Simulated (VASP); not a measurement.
# TiB2 (P6/mmm) in VASP: a series of runs, part 2 of 2

VASP 6.6.1. The steps go on from the part before.

### Step 3. Single point, PBE

The input, INCAR:

```
SYSTEM = TiB2
PREC = Accurate
ENCUT = 520
EDIFF = 1E-7
ISMEAR = 0
SIGMA = 0.1
LREAL = .False.
LASPH = .True.
NELM = 80
ALGO = Normal
ISIF = 2
LWAVE = .False.
LCHARG = .False.
GGA = PE
NBANDS = 16
```

The input, KPOINTS:

```
Automatic mesh
0
Gamma
  12 12 10
  0 0 0
```

The input, POSCAR:

```
TiB2
1.0
    3.0292000000      0.0000000000      0.0000000000
   -1.5146000000      2.6233641500      0.0000000000
    0.0000000000      0.0000000000      3.2284000000
Ti B
1 2
Direct
    0.0000000000      0.0000000000      0.0000000000
    0.3333333300      0.6666666700      0.5000000000
    0.6666666700      0.3333333300      0.5000000000
```

Potentials or basis: VASP PAW PBE potentials, release 64 (Ti_sv, B).

Started as:

```console
> cat potpaw_PBE.64/Ti_sv/POTCAR potpaw_PBE.64/B/POTCAR > POTCAR
> mpirun -np 1 vasp_std > vasp.out
```

OUTCAR:

```text
SYSTEM = TiB2
   PREC = Accurate
   ENCUT = 520
   EDIFF = 1E-7
   ISMEAR = 0
   LREAL = .False.
   LASPH = .True.
   NELM = 80
   ISIF = 2
   GGA = PE

 ion  position               nearest neighbor table
   1  0.000  0.000  0.000-   2 2.38   3 2.38   2 2.38   3 2.38   2 2.38   2 2.38   3 2.38   3 2.38
                             3 2.38   3 2.38   2 2.38   2 2.38
   2  0.333  0.667  0.500-   3 1.75   3 1.75   3 1.75   1 2.38   1 2.38   1 2.38   1 2.38   1 2.38
                             1 2.38
   3  0.667  0.333  0.500-   2 1.75   2 1.75   2 1.75   1 2.38   1 2.38   1 2.38   1 2.38   1 2.38
                             1 2.38

  LATTYP: Found a hexagonal cell.
 ALAT       =     3.0292000000
 C/A-ratio  =     1.0657599366

  Lattice vectors:

 A1 = (   3.0292000000,   0.0000000000,   0.0000000000)
 A2 = (  -1.5146000000,   2.6233641500,   0.0000000000)
 A3 = (   0.0000000000,   0.0000000000,   3.2284000000)

Analysis of symmetry for initial positions (statically):
=====================================================================
 Subroutine PRICEL returns:
 Original cell was already a primitive cell.

 Routine SETGRP: Setting up the symmetry group for a
 hexagonal supercell.

 Subroutine GETGRP returns: Found 24 space group operations
 (whereof 24 operations were pure point group operations)
 out of a pool of 24 trial point group operations.

The static configuration has the point symmetry D_6h.

Analysis of symmetry for dynamics (positions and initial velocities):
=====================================================================
 Subroutine PRICEL returns:
 Original cell was already a primitive cell.

 Routine SETGRP: Setting up the symmetry group for a
 hexagonal supercell.

 Subroutine GETGRP returns: Found 24 space group operations
 (whereof 24 operations were pure point group operations)
 out of a pool of 24 trial point group operations.

The dynamic configuration has the point symmetry D_6h.

 Subroutine INISYM returns: Found 24 space group operations
 (whereof 24 operations are pure point group operations),
 and found     1 'primitive' translations

[... 120 lines left out ...]
   LORBIT       =      0    0 simple, 1 ext, 2 COOP (PROOUT), +10 PAW based schemes
   GGA     = PE    functional components
   LHFCALC =     F    Hartree Fock is set to
   AEXX    =    0.0000 exact exchange contribution
   IVDW    =     0    specifies the selected vdW correction
   LEPSILON=     F    determine dielectric tensor
   LRPA    =     F    only Hartree local field effects (RPA)
 non-spin polarized calculation
 Gauss-broadening in eV      SIGMA  =   0.10
  energy-cutoff  :      520.00
  volume of cell :       25.66
 maximum number of plane-waves:       721
 NGX is ok and might be reduce to    24
   NGX = 11   NGY = 11   NGZ = 13

 number of electron      18.0000002 magnetization

 Free energy of the ion-electron system (eV)
  ---------------------------------------------------
  ext. energy  EPLUGINS =         0.00000000
  ---------------------------------------------------
  free energy    TOTEN  =       -24.43043004 eV

  energy without entropy =      -24.42790054  energy(sigma->0) =      -24.42916529

 E-fermi :  10.0204     XC(G=0): -12.7685

 val. band max:       10.0170861595   @ k =   0.0833   0.0000   0.3000
 cond. band min:      10.0272714623   @ k =   0.0833   0.0000   0.4000
 fundamental gap:      0.0101853028
 Fermi energy:        10.0203767185

 k-point     1 :       0.0000    0.0000    0.0000
  band No.  band energies     occupation
      1     -46.9601      2.00000
      2     -23.3097      2.00000
      3     -22.9979      2.00000
      4     -22.9979      2.00000
      5      -3.5076      2.00000
      6       7.3981      2.00000
[... 433 lines left out ...]
      3     -23.2749      2.00000
      4     -23.0661      2.00000
      5      -1.4184      2.00000
      6       3.3690      2.00000
[... 8 lines left out ...]
     15      17.6553      0.00000
     16      19.5097      0.00000

 [... further k-points ...]

------------------------ aborting loop because EDIFF is reached ----------------------------------------

  FORCE on cell =-STRESS in cart. coord.  units (eV):
  Direction    XX          YY          ZZ          XY          YZ          ZX
  --------------------------------------------------------------------------------------
  -------------------------------------------------------------------------------------
  Total        0.1130004      0.1130004     -0.0226894      0.0000000     -0.0000000      0.0000000
  in kB        7.0569458      7.0569458     -1.4169689      0.0000000     -0.0000000      0.0000000
  external PRESSURE =       4.2323076 kB  Pullay stress =       0.0000000 kB

 VOLUME and BASIS-vectors are now :
 -----------------------------------------------------------------------------
  energy-cutoff  :      520.00
  volume of cell :       25.66
      direct lattice vectors                 reciprocal lattice vectors
     3.029200000  0.000000000  0.000000000     0.330120164  0.190594966  0.000000000
    -1.514600000  2.623364150  0.000000000     0.000000000  0.381189931  0.000000000
     0.000000000  0.000000000  3.228400000     0.000000000  0.000000000  0.309750960

 POSITION                                       TOTAL-FORCE (eV/Angst)
 -----------------------------------------------------------------------------------
      0.00000      0.00000      0.00000        -0.000000      0.000000     -0.000000
     -0.00000      1.74891      1.61420         0.000000      0.000000     -0.000000
      1.51460      0.87445      1.61420         0.000000     -0.000000      0.000000
 -----------------------------------------------------------------------------------
    total drift:                                0.000000     -0.000000     -0.000000

  FREE ENERGIE OF THE ION-ELECTRON SYSTEM (eV)
  ---------------------------------------------------
  free  energy   TOTEN  =       -24.4304300366 eV

  energy  without entropy=      -24.4279005380  energy(sigma->0) =      -24.42916529
```

Wall time 18 s (1 thread of Intel Xeon Platinum 8488C (Sapphire Rapids), shared host); peak memory 0.17 GiB.

What came out:

```
Free energy            : -24.4304 eV
Pressure               : 0.4 GPa
Band gap on the k mesh : none (metal or under the smearing width)
```

Levels at points of the mesh, in eV from the Fermi level:
```csv
k point,band 5,band 6,band 7,band 8,band 9,band 10,band 11,band 12,band 13,band 14
"(0.00, 0.00, 0.00)",-13.53,-2.62,-2.62,-2.35,-2.14,1.87,1.87,3.63,3.63,5.75
"(0.50, 0.00, 0.00)",-9.39,-9.26,-3.29,-3.24,-2.28,1.31,2.72,3.19,3.34,7.42
"(0.00, 0.00, 0.50)",-11.61,-7.63,-0.57,-0.57,-0.20,-0.20,0.41,0.41,1.62,6.54
"(0.50, 0.00, 0.50)",-9.77,-7.57,-4.66,-3.84,-3.17,2.46,2.89,4.44,4.55,5.34
```

### Step 4. Single point, PBE

INCAR is that of step 3.

The input, KPOINTS:

```
Automatic mesh
0
Gamma
  18 18 14
  0 0 0
```

POSCAR is that of step 3.

Potentials or basis: VASP PAW PBE potentials, release 64 (Ti_sv, B).

Started as:

```console
> cat potpaw_PBE.64/Ti_sv/POTCAR potpaw_PBE.64/B/POTCAR > POTCAR
> mpirun -np 1 vasp_std > vasp.out
```

OUTCAR:

```text
SYSTEM = TiB2
   PREC = Accurate
   ENCUT = 520
   EDIFF = 1E-7
   ISMEAR = 0
   LREAL = .False.
   LASPH = .True.
   NELM = 80
   ISIF = 2
   GGA = PE

 ion  position               nearest neighbor table
   1  0.000  0.000  0.000-   2 2.38   3 2.38   2 2.38   3 2.38   2 2.38   2 2.38   3 2.38   3 2.38
                             3 2.38   3 2.38   2 2.38   2 2.38
   2  0.333  0.667  0.500-   3 1.75   3 1.75   3 1.75   1 2.38   1 2.38   1 2.38   1 2.38   1 2.38
                             1 2.38
   3  0.667  0.333  0.500-   2 1.75   2 1.75   2 1.75   1 2.38   1 2.38   1 2.38   1 2.38   1 2.38
                             1 2.38

  LATTYP: Found a hexagonal cell.
 ALAT       =     3.0292000000
 C/A-ratio  =     1.0657599366

  Lattice vectors:

 A1 = (   3.0292000000,   0.0000000000,   0.0000000000)
 A2 = (  -1.5146000000,   2.6233641500,   0.0000000000)
 A3 = (   0.0000000000,   0.0000000000,   3.2284000000)

Analysis of symmetry for initial positions (statically):
=====================================================================
 Subroutine PRICEL returns:
 Original cell was already a primitive cell.

 Routine SETGRP: Setting up the symmetry group for a
 hexagonal supercell.

 Subroutine GETGRP returns: Found 24 space group operations
[... 173 lines left out ...]
 fundamental gap:      0.0208573740
 Fermi energy:        10.0474264975

 k-point     1 :       0.0000    0.0000    0.0000
  band No.  band energies     occupation
      1     -46.9575      2.00000
      2     -23.3108      2.00000
      3     -22.9936      2.00000
      4     -22.9936      2.00000
      5      -3.5094      2.00000
      6       7.3979      2.00000
[... 433 lines left out ...]
      3     -23.2417      2.00000
      4     -23.1137      2.00000
      5       0.0449      2.00000
      6       1.6758      2.00000
[... 8 lines left out ...]
     15      17.9130      0.00000
     16      18.8504      0.00000

 [... further k-points ...]

------------------------ aborting loop because EDIFF is reached ----------------------------------------

  FORCE on cell =-STRESS in cart. coord.  units (eV):
  Direction    XX          YY          ZZ          XY          YZ          ZX
  --------------------------------------------------------------------------------------
  -------------------------------------------------------------------------------------
  Total        0.1113693      0.1113693     -0.0290645      0.0000000      0.0000000     -0.0000000
  in kB        6.9550827      6.9550826     -1.8150936      0.0000000      0.0000000     -0.0000000
  external PRESSURE =       4.0316906 kB  Pullay stress =       0.0000000 kB

 VOLUME and BASIS-vectors are now :
 -----------------------------------------------------------------------------
  energy-cutoff  :      520.00
  volume of cell :       25.66
      direct lattice vectors                 reciprocal lattice vectors
     3.029200000  0.000000000  0.000000000     0.330120164  0.190594966  0.000000000
    -1.514600000  2.623364150  0.000000000     0.000000000  0.381189931  0.000000000
     0.000000000  0.000000000  3.228400000     0.000000000  0.000000000  0.309750960

 POSITION                                       TOTAL-FORCE (eV/Angst)
 -----------------------------------------------------------------------------------
      0.00000      0.00000      0.00000         0.000000      0.000000     -0.000000
     -0.00000      1.74891      1.61420         0.000000      0.000000     -0.000000
      1.51460      0.87445      1.61420        -0.000000     -0.000000      0.000000
 -----------------------------------------------------------------------------------
    total drift:                                0.000000     -0.000000     -0.000000

  FREE ENERGIE OF THE ION-ELECTRON SYSTEM (eV)
  ---------------------------------------------------
  free  energy   TOTEN  =       -24.4305546293 eV

  energy  without entropy=      -24.4288322643  energy(sigma->0) =      -24.42969345
```

stdout:

```text
POSCAR found type information on POSCAR TiB
 POSCAR found :  2 types and       3 ions
 scaLAPACK will be used
 LDA part: xc-table for (Slater+PW92), standard interpolation
 POSCAR, INCAR and KPOINTS ok, starting setup
 FFT: planning ... GRIDC
 FFT: planning ... GRID_SOFT
 FFT: planning ... GRID
 WAVECAR not read
 entering main loop
```

Run time: 44 s. Hardware: 1 thread of Intel Xeon Platinum 8488C (Sapphire Rapids), shared host; peak memory 0.23 GiB.

Results:

| Property | Result |
| --- | --- |
| Free energy | -24.4306 eV |
| Pressure | 0.4 GPa |
| Band gap on the k mesh | none (metal or under the smearing width) |

### Step 5. Summary

| k mesh | gap on the mesh (eV) | pressure (GPa) |
| --- | --- | --- |
| 9 × 9 × 8 | none | 0.5 |
| 12 × 12 × 10 | none | 0.4 |
| 18 × 18 × 14 | none | 0.4 |

Alike in all rows: task single point; level PBE; potentials or basis VASP PAW PBE potentials, release 64 (Ti_sv, B); no spin polarisation; cell as given; cutoff (eV) 520; smearing gaussian 0.1 eV.

Every run on the cell as given and a fine mesh finds a metal.

Total energies depend on the potentials used, so only differences within one code and one set of settings carry meaning.
